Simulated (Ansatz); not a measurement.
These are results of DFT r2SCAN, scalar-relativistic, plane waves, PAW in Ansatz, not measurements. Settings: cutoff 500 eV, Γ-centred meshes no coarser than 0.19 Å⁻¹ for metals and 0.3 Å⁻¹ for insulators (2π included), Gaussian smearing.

All energies are static (0 K, no zero-point motion). Only the structures computed here compete, so a lower one can exist. For metals, differences of a few meV/atom aren't resolved. No run is spin-polarised.

3 distinct structures were compared, and only named types are asked about.

Question: Which is lower for Ti₂C, the cadmium chloride or the beta-cristobalite structure, and by how much?

Answer: The cadmium chloride structure, by 2016 meV/atom. It takes 13.2 Å³/atom against 31.0.